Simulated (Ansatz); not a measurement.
## BiTe: a fit and a missing row

BiTe, R-3m, a = 4.798 Å, c = 9.585 Å. The structure is a Materials Project entry; whether it is the stable form wasn't checked. Ansatz: PBEsol, PAW, 420 eV, Γ-centred 12×12×12 mesh on 2 atoms, Gaussian smearing 0.10 eV; no spin polarisation. Shape and atoms are relaxed at each volume; pressure is positive in compression.

| V (Å³/atom) | P (GPa) |
| --- | --- |
| 29.945 | 3.06 |
| 30.901 | 1.43 |
| 31.856 | 0.00 |
| 32.812 | ? |
| 33.768 | -2.49 |

Take V0 = 31.856 Å³/atom, fit the third-order Birch–Murnaghan form to the other rows, and predict the missing pressure.

With the Eulerian strain f = ½[(V0/V)^(2/3) − 1] and y = P/[3f(1 + 2f)^(5/2)], the form is the line y = B0 + 1.5 B0 (B0′ − 4) f. Rows (f, y): 0.02105, 43.7; 0.01025, 44.2; -0.01906, 48.0. Means f = 0.004080, y = 45.300; Σ(Δf)² = 0.0008615, ΣΔfΔy = -0.09642; the slope is their ratio. y = 45.76 − 111.9 f GPa, so B0 = 45.8 GPa and B0′ = 4 + 2 × (-111.9)/(3 × 45.76) = 2.37. At V = 32.812, f = -0.00976, y = 46.85 and P = -1.31 GPa. The run gave -1.34 GPa, so the fit is 0.03 GPa too high, a small miss on the scale of the series.

Spin–orbit coupling is left out, which can shift energies with elements as heavy as these.

The fit recovers the omitted pressure well, but this says more about interpolation than about the curvature. B0′ = 2.37 is low for a solid in which short-range repulsion stiffens the lattice on compression, where values near 4 or above are usual. Because the cell shape relaxes at each volume, part of the compression may be taken up by changes in the rhombohedral angle, which would hold down the rise in stiffness. A small error in V0 or in the zero of pressure is another possibility: dividing by a small strain magnifies it, with opposite signs in y on the two sides of equilibrium. The bulk modulus of 45.8 GPa is therefore better supported than its pressure derivative, and the low B0′ shouldn't be read as evidence of anomalous softening. Nor does either value carry over to the familiar layered form of BiTe, whose bismuth bilayers and weak interlayer contacts cannot be represented in a two-atom cell.
